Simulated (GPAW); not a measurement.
# MnSi (F-43m) in GPAW: convergence with smearing width (eV)

Aim: find how far smearing width (eV) must go before the results for MnSi settle, at LDA. This setting moves, with any that are tied to it; all else stays.

All numbers are computed with GPAW 26.7.0; they aren't measurements. Logs are shortened: lines on timing, memory, paths and dates and some standing lists are left out, and cuts for length are marked. The log counts tension as positive stress, the text compression.

## 1. The crystal as given

The structure is cubic, space group F-43m (No. 216). The conventional cell has a = 5.054 Å, b = 5.054 Å, c = 5.054 Å, α = 90.00°, β = 90.00°, γ = 90.00°. Mn (site symmetry -43m) is surrounded by 4 Si at 2.19 Å. Si (site symmetry -43m) is surrounded by 4 Mn at 2.19 Å.

The cell was built by a generator and needn't be a form met in nature.

## 2. With smearing width (eV) 0.5

The input, run.py:

```python
from ase.dft.bandgap import bandgap
from ase.io import read, write
from ase.units import GPa
from gpaw import GPAW, PW

atoms = read('MnSi.xyz')
atoms.set_initial_magnetic_moments([4.0, 0.0])

calc = GPAW(mode=PW(600),
            xc='LDA',
            kpts={'size': (7, 7, 7), 'gamma': True},
            occupations={'name': 'methfessel-paxton', 'width': 0.5, 'order': 1},
            nbands=20,
            convergence={'density': 1e-05, 'energy': 1e-05},
            maxiter=100,
            txt='gpaw.txt')
atoms.calc = calc
energy = atoms.get_potential_energy()
forces = atoms.get_forces()
stress = atoms.get_stress()
calc.write('gs.gpw')
write('result.traj', atoms)
print(f'Energy: {energy:.6f} eV')
print('Forces (eV/A):')
print(forces.round(4))
print('Stress (GPa):', (stress / GPa).round(3))
print('Moments:', calc.get_magnetic_moments().round(3))
print('Fermi level:', round(calc.get_fermi_level(), 4), 'eV')
print(f'Gap: {bandgap(calc)[0]:.4f} eV, direct: {bandgap(calc, direct=True)[0]:.4f} eV')
```

The input, MnSi.xyz:

```xyz
2
Lattice="0.0000000000 2.5272246000 2.5272246000 2.5272246000 0.0000000000 2.5272246000 2.5272246000 2.5272246000 0.0000000000" Properties=species:S:1:pos:R:3 pbc="T T T"
Mn     0.0000000000      0.0000000000      0.0000000000
Si     1.2636123000      1.2636123000      1.2636123000
```

Potentials or basis: the program's PAW data sets (release 1.2.1) made for this functional, pw.

The run is started by

```
> OMP_NUM_THREADS=1 python run.py
```

gpaw.txt:

```text
__  _  _
 | _ |_)|_||  |
 |__||  | ||/\| - 26.7.0

Input parameters:
  mode=PW(ecut=600.0),
  convergence={'density': 1e-05, 'energy': 1e-05},
  kpts=MonkhorstPack(size=(7, 7, 7), gamma=True),
  maxiter=100,
  nbands=20,
  occupations=Occupations(name='methfessel-paxton', width=0.5, order=1),
  xc=XC(name='LDA')

Diagonalizing LCAO Hamiltonian
Converting LCAO to pw mode

           Si

       Mn

Atoms  # Å, Bohr magnetons
|   | symbol |        x |        y |        z |    initial magnetic moments |
|---|--------|----------|----------|----------|-----------------------------|
| 0 |     Mn | 0.000000 | 0.000000 | 0.000000 | ( 0.0000,  0.0000,  4.0000) |
| 1 |     Si | 1.263612 | 1.263612 | 1.263612 | ( 0.0000,  0.0000,  0.0000) |

Unit cell  # Å
| periodic |        x |        y |        z |  lengths |    angles |
|----------|----------|----------|----------|----------|-----------|
|      yes | 0.000000 | 2.527225 | 2.527225 | 3.574035 | 60.000000 |
|      yes | 2.527225 | 0.000000 | 2.527225 | 3.574035 | 60.000000 |
|      yes | 2.527225 | 2.527225 | 0.000000 | 3.574035 | 60.000000 |

Number of symmetries: 24
Symmetry operations  # r_c * U_cc + t_c -> r_c
|    | kind |            matrix            |
|----|------|------------------------------|
|  0 |  E   |  1, 0, 0,  0, 1, 0,  0, 0, 1 |
|  1 |  σ   |  1, 0, 0,  0, 0, 1,  0, 1, 0 |
|  2 |  σ   |  1, 0,-1,  0, 1,-1,  0, 0,-1 |
|  3 |  C3  |  1, 0,-1,  0, 0,-1,  0, 1,-1 |
|  4 |  C3  |  1,-1, 0,  0,-1, 1,  0,-1, 0 |
|  5 |  σ   |  1,-1, 0,  0,-1, 0,  0,-1, 1 |
|  6 |  σ   |  0, 1, 0,  1, 0, 0,  0, 0, 1 |
|  7 |  C3  |  0, 1, 0,  0, 0, 1,  1, 0, 0 |
|  8 |  C2  |  0, 1,-1,  1, 0,-1,  0, 0,-1 |
|  9 |  S4  |  0, 1,-1,  0, 0,-1,  1, 0,-1 |
| 10 |  C3  |  0, 0, 1,  1, 0, 0,  0, 1, 0 |
| 11 |  σ   |  0, 0, 1,  0, 1, 0,  1, 0, 0 |
| 12 |  S4  |  0, 0,-1,  1, 0,-1,  0, 1,-1 |
| 13 |  C3  |  0, 0,-1,  0, 1,-1,  1, 0,-1 |
| 14 |  S4  |  0,-1, 1,  1,-1, 0,  0,-1, 0 |
| 15 |  C2  |  0,-1, 1,  0,-1, 0,  1,-1, 0 |
| 16 |  C3  |  0,-1, 0,  1,-1, 0,  0,-1, 1 |
| 17 |  S4  |  0,-1, 0,  0,-1, 1,  1,-1, 0 |
| 18 |  S4  | -1, 1, 0, -1, 0, 1, -1, 0, 0 |
| 19 |  C3  | -1, 1, 0, -1, 0, 0, -1, 0, 1 |
| 20 |  C3  | -1, 0, 1, -1, 1, 0, -1, 0, 0 |
| 21 |  S4  | -1, 0, 1, -1, 0, 0, -1, 1, 0 |
| 22 |  σ   | -1, 0, 0, -1, 1, 0, -1, 0, 1 |
| 23 |  C2  | -1, 0, 0, -1, 0, 1, -1, 1, 0 |

BZ-sampling:
  Number of BZ points: 343
  Number of IBZ points: 20

  Monkhorst-Pack size: [7, 7, 7]
  Monkhorst-Pack shift: [0, 0, 0]

K-points  # in reciprocal-cell coordinates
|     |                                coordinates |     weight |
|-----|--------------------------------------------|------------|
|   0 | (  0.00000000,   0.00000000,   0.00000000) | 0.00291545 |
|   1 | (  0.14285714,   0.14285714,   0.00000000) | 0.01749271 |
|   2 | (  0.14285714,   0.14285714,   0.14285714) | 0.02332362 |
|   3 | (  0.28571429,   0.14285714,   0.14285714) | 0.03498542 |
|   4 | (  0.28571429,   0.28571429,   0.00000000) | 0.01749271 |
|   5 | (  0.28571429,   0.28571429,   0.14285714) | 0.06997085 |
|   6 | (  0.28571429,   0.28571429,   0.28571429) | 0.02332362 |
|   7 | (  0.42857143,  -0.28571429,  -0.28571429) | 0.03498542 |
|   8 | (  0.42857143,   0.28571429,  -0.42857143) | 0.13994169 |
|   9 | (  0.42857143,   0.28571429,  -0.28571429) | 0.06997085 |
| ... |                                            |            |
|  19 | (  0.42857143,   0.42857143,   0.42857143) | 0.02332362 |

Plane wave coefficients: 1087
Cutoff: 600.0 eV

Spin-components: 2 (collinear spins)
Bands:           20
Projectors:      11
Spin-degeneracy: 1
Datatype:        complex128

Parallelization:
  kpt:    1
  domain: 1
  band:   1

Density:
  Valence electrons: 19.0
  Components: 2
  Grid points: [21 21 21]
  Charge: 0.0  # |e|

Potential:
  Grid points: [21 21 21]

species:
  Mn:
    name:    Manganese
    Z:       25.0
    valence: 15
    core:    10
    charge:  0.0  # [|e|]
    compensation charges:
      type: gauss
      rc: 0.38  # [Å]
      lmax: 2
    cutoffs:
      filter: 2.14  # [Å]
      core: 0.86  # [Å]
    projectors
    | kind |    occ | energy [eV] | rcut [Å] |
    |------|--------|-------------|----------|
    |   3s |  2.000 |     -85.387 |    1.275 |
    |   4s |  2.000 |      -5.282 |    1.275 |
    |   3p |  6.000 |     -54.493 |    1.281 |
    |   4p |  0.000 |      -1.471 |    1.281 |
    |   3d |  5.000 |      -7.009 |    1.138 |
    |    d |        |      20.203 |    1.138 |

    Using partial waves for Mn as LCAO basis

  Si:
    name:    Silicon
    Z:       14.0
    valence: 4
    core:    10
    charge:  0.0  # [|e|]
    compensation charges:
      type: gauss
      rc: 0.33  # [Å]
      lmax: 2
    cutoffs:
      filter: 1.86  # [Å]
      core: 2.06  # [Å]
    projectors
    | kind |    occ | energy [eV] | rcut [Å] |
    |------|--------|-------------|----------|
    |   3s |  2.000 |     -10.878 |    1.058 |
    |   3p |  2.000 |      -4.162 |    1.058 |
    |    s |        |      16.334 |    1.058 |
    |    p |        |      23.049 |    1.058 |
    |    d |        |       0.000 |    1.058 |

    Using partial waves for Si as LCAO basis

Reference energy: -39314.185157  # eV

eigensolver:
  PPCG
  Converge bands: occupied
  niter=2

density mixing:
  MSR1-Mixer
  Pratt-step length: 0.05
  Maximum mixing coefficient: 0.75
  Old densities: 10
  SVD Regularization: 0.005
  Good broyden scale: 1.0
  Trust region scale: 1.0
  Backstep threshold: 4.0
  History deletion threshold: 6.0
  Fourier metric: weight=20.0, sigma=0.015

occupation numbers:
  Methfessel-Paxton:
    width: 0.5000  # eV
    order: 1

poisson solver:
  ecut: 4800.0  # eV

xc functional:
  name: None

convergence criteria:
- Maximum integral of absolute [dens]ity change: 1e-05 electrons / valence electron
- Maximum [total energy] change in last 3 cyles: 1e-05 eV / valence electron
- Maximum integral of absolute [eigenst]ate change: 4e-08 eV^2 / valence electron
maximum number of iterations: 100

SCF iterations
|iter     | |      energy | eigst |  dens |  magmom |
|---------|-|-------------|-------|-------|---------|
|iter:   1| |  -14.613715 | +0.19 |       |  +4.0084|
|iter:   2| |  -14.595825 | -2.16 | -0.85 |  +3.9313|
|iter:   3| |  -15.028946 | -2.31 | -0.88 |  +3.0023|
|iter:   4| |  -14.877230 | -2.07 | -1.00 |  +2.2912|
|iter:   5| |  -14.879296 | -3.31 | -1.57 |  +2.0651|
|iter:   6| |  -14.885119 | -3.85 | -1.89 |  +1.8575|
|iter:   7| |  -14.885265 | -4.77 | -2.30 |  +1.8142|
|iter:   8| |  -14.885244c| -6.01 | -2.81 |  +1.8193|
|iter:   9| |  -14.885283c| -7.49c| -3.43 |  +1.8251|
|iter:  10| |  -14.885284c| -7.69c| -4.16 |  +1.8257|
|iter:  11| |  -14.885285c| -8.17c| -4.60 |  +1.8261|
|iter:  12| |  -14.885286c| -8.77c| -5.64c|  +1.8261|

Converged in 12 steps
Energy contributions relative to reference atoms: (reference = -39314.185157)

Energy contributions:
  Kinetic:          18.491814
  Coulomb:         -14.379888
  Zero:              0.175355
  External:          0.000000
  Xc:              -19.173641
  Entropy:           0.001612
  Spinorbit:         0.000000
  ----------------------------
  Free energy:     -14.884748
  Extrapolated:    -14.885286

dipole moment: (-14.662015, -14.662015, -14.662015)  # |e|*Ang

Total magnetic moment: (0.000000, 0.000000, 1.826096)

Local magnetic moments
|        x |        y |         z |
|----------|----------|-----------|
| 0.000000 | 0.000000 |  1.880097 |  # Mn   0
| 0.000000 | 0.000000 | -0.089786 |  # Si   1

Fermi level: 5.917
Eigenvalues  # (at kpt = [0.000, 0.000, 0.000])
| band index |      eig [eV] | occ [0-1] |      eig [eV] | occ [0-1] |
|------------|---------------|-----------|---------------|-----------|
|          0 |       -72.927 |     1.000 |       -70.955 |     1.000 |
|          1 |       -42.126 |     1.000 |       -40.214 |     1.000 |
|          2 |       -42.126 |     1.000 |       -40.214 |     1.000 |
|          3 |       -42.126 |     1.000 |       -40.214 |     1.000 |
|          4 |        -4.019 |     1.000 |        -3.927 |     1.000 |
|          5 |         3.210 |     1.000 |         4.202 |     1.000 |
[... 9 lines left out ...]
|         15 |        13.983 |    -0.000 |        14.392 |    -0.000 |
|         16 |        14.796 |    -0.000 |        14.780 |    -0.000 |
|        ... |               |           |               |           |
|         19 |        20.862 |     0.000 |        20.933 |     0.000 |

No gap
No difference between direct/indirect transitions

Forces  # eV/Ang
|        x |        y |        z |
|----------|----------|----------|
|  0.00000 | -0.00000 | -0.00000 |  # Mn   0
| -0.00000 |  0.00000 |  0.00000 |  # Si   1

Stress tensor  # eV/Ang^3
|         x |         y |         z |
|-----------|-----------|-----------|
| -0.057857 |  0.000000 | -0.000000 |
|  0.000000 | -0.057857 |  0.000000 |
| -0.000000 |  0.000000 | -0.057857 |

# Writing to gs.gpw (mode='')
```

Run time: 25 s. Hardware: 1 thread of Arm Neoverse V1, shared host; peak memory 0.16 GiB.

What came out:

```yaml
Free_energy: -14.8847 eV
Pressure: 9.3 GPa
Band_gap_on_the_k_mesh: none (metal or under the smearing width)
Net_moment: 1.83 μB per cell
Site_moments: Mn +1.88; Si -0.09 μB
```

## 3. With smearing width (eV) 0.3

run.py, as its differences from that of step 2:

```diff
@@ -11,3 +11,3 @@
             kpts={'size': (7, 7, 7), 'gamma': True},
-            occupations={'name': 'methfessel-paxton', 'width': 0.5, 'order': 1},
+            occupations={'name': 'methfessel-paxton', 'width': 0.3, 'order': 1},
             nbands=20,
```

MnSi.xyz is that of step 2.

Potentials or basis: the program's PAW data sets (release 1.2.1) made for this functional, pw.

The run is started by

```
> OMP_NUM_THREADS=1 python run.py
```

Wall time 24 s (1 thread of Arm Neoverse V1, shared host); peak memory 0.16 GiB.

What came out:

```yaml
Free_energy: -14.8862 eV
Pressure: 9.9 GPa
Band_gap_on_the_k_mesh: none (metal or under the smearing width)
Net_moment: 1.93 μB per cell
Site_moments: Mn +1.96; Si -0.09 μB
```

## 4. With smearing width (eV) 0.2

run.py, as its differences from that of step 3:

```diff
@@ -11,3 +11,3 @@
             kpts={'size': (7, 7, 7), 'gamma': True},
-            occupations={'name': 'methfessel-paxton', 'width': 0.3, 'order': 1},
+            occupations={'name': 'methfessel-paxton', 'width': 0.2, 'order': 1},
             nbands=20,
```

MnSi.xyz is that of step 3.

The run is started by

```
> OMP_NUM_THREADS=1 python run.py
```

It took 24 s on 1 thread of Arm Neoverse V1, shared host; peak memory 0.16 GiB.

The run converged. Its results:

```
Free energy            : -14.8864 eV
Pressure               : 10.2 GPa
Band gap on the k mesh : none (metal or under the smearing width)
Net moment             : 1.96 μB per cell
Site moments           : Mn +1.99; Si -0.09 μB
```

## 5. With smearing width (eV) 0.15

run.py, as its differences from that of step 4:

```diff
@@ -11,3 +11,3 @@
             kpts={'size': (7, 7, 7), 'gamma': True},
-            occupations={'name': 'methfessel-paxton', 'width': 0.2, 'order': 1},
+            occupations={'name': 'methfessel-paxton', 'width': 0.15, 'order': 1},
             nbands=20,
```

MnSi.xyz is that of step 4.

The run is started by

```
> OMP_NUM_THREADS=1 python run.py
```

Wall time 24 s (1 thread of Arm Neoverse V1, shared host); peak memory 0.16 GiB.

It converged, with:

* Free energy: -14.8868 eV
* Pressure: 10.2 GPa
* Band gap on the k mesh: none (metal or under the smearing width)
* Net moment: 1.97 μB per cell
* Site moments: Mn +2.00; Si -0.08 μB

## 6. With smearing width (eV) 0.1

run.py, as its differences from that of step 5:

```diff
@@ -11,3 +11,3 @@
             kpts={'size': (7, 7, 7), 'gamma': True},
-            occupations={'name': 'methfessel-paxton', 'width': 0.15, 'order': 1},
+            occupations={'name': 'methfessel-paxton', 'width': 0.1, 'order': 1},
             nbands=20,
```

MnSi.xyz is that of step 5.

Potentials or basis: the program's PAW data sets (release 1.2.1) made for this functional, pw.

The run is started by

```
> OMP_NUM_THREADS=1 python run.py
```

It took 25 s on 1 thread of Arm Neoverse V1, shared host; peak memory 0.16 GiB.

The run converged. Its results:

```yaml
Free_energy: -14.8876 eV
Pressure: 10.1 GPa
Band_gap_on_the_k_mesh: none (metal or under the smearing width)
Net_moment: 1.96 μB per cell
Site_moments: Mn +1.99; Si -0.08 μB
```

## 7. With smearing width (eV) 0.05

run.py, as its differences from that of step 6:

```diff
@@ -11,3 +11,3 @@
             kpts={'size': (7, 7, 7), 'gamma': True},
-            occupations={'name': 'methfessel-paxton', 'width': 0.1, 'order': 1},
+            occupations={'name': 'methfessel-paxton', 'width': 0.05, 'order': 1},
             nbands=20,
```

MnSi.xyz is that of step 6.

The run is started by

```
> OMP_NUM_THREADS=1 python run.py
```

Run time: 26 s. Hardware: 1 thread of Arm Neoverse V1, shared host; peak memory 0.16 GiB.

The run converged. Its results:

| Quantity | Value |
| --- | --- |
| Free energy | -14.8878 eV |
| Pressure | 10.1 GPa |
| Band gap on the k mesh | none (metal or under the smearing width) |
| Net moment | 1.96 μB per cell |
| Site moments | Mn +1.98; Si -0.08 μB |

## 8. With smearing width (eV) 0.025

run.py, as its differences from that of step 7:

```diff
@@ -11,3 +11,3 @@
             kpts={'size': (7, 7, 7), 'gamma': True},
-            occupations={'name': 'methfessel-paxton', 'width': 0.05, 'order': 1},
+            occupations={'name': 'methfessel-paxton', 'width': 0.025, 'order': 1},
             nbands=20,
```

MnSi.xyz is that of step 7.

The run is started by

```
> OMP_NUM_THREADS=1 python run.py
```

Wall time 25 s (1 thread of Arm Neoverse V1, shared host); peak memory 0.16 GiB.

Results (log left out):

```
Free energy            : -14.8875 eV
Pressure               : 10.1 GPa
Band gap on the k mesh : none (metal or under the smearing width)
Net moment             : 1.96 μB per cell
Site moments           : Mn +1.98; Si -0.08 μB
```

## 9. With smearing width (eV) 0.01

run.py, as its differences from that of step 8:

```diff
@@ -11,3 +11,3 @@
             kpts={'size': (7, 7, 7), 'gamma': True},
-            occupations={'name': 'methfessel-paxton', 'width': 0.025, 'order': 1},
+            occupations={'name': 'methfessel-paxton', 'width': 0.01, 'order': 1},
             nbands=20,
```

MnSi.xyz is that of step 8.

Potentials or basis: the program's PAW data sets (release 1.2.1) made for this functional, pw.

The run is started by

```
> OMP_NUM_THREADS=1 python run.py
```

Wall time 26 s (1 thread of Arm Neoverse V1, shared host); peak memory 0.16 GiB.

The run converged. Its results:

```
Free energy            : -14.8873 eV
Pressure               : 10.1 GPa
Band gap on the k mesh : none (metal or under the smearing width)
Net moment             : 1.96 μB per cell
Site moments           : Mn +1.98; Si -0.08 μB
```

## 10. Result

```
smearing width (eV)  energy less the tightest run, at zero smearing (meV/atom)  pressure (GPa)  largest site moment (μB)  SCF cycles  CPU time (s)  peak memory (GiB)
                0.5                                                       1.00            9.27                      1.88          12            25               0.16
                0.3                                                       0.21            9.90                      1.96          12            24               0.16
                0.2                                                       0.34           10.16                      1.99          12            24               0.16
               0.15                                                      -0.10           10.20                      2.00          12            24               0.16
                0.1                                                      -0.39           10.11                      1.99          12            25               0.16
               0.05                                                      -0.20           10.06                      1.98          13            26               0.16
              0.025                                                      -0.07           10.07                      1.98          13            25               0.16
               0.01                                                       0.00           10.07                      1.98          13            26               0.16
```

Against the tightest run, the energy stays within 1 meV/atom from 0.5 on; the pressure stays within 0.1 GPa from 0.1 on; the largest site moment stays within 0.02 μB from 0.3 on. Narrower smearing needs a denser k mesh, so at a fixed mesh the narrowest width isn't the most accurate. The tightest run that finished is the yardstick and may itself not be fully converged.

Caveats: this smearing can pin the Fermi level at a band edge.
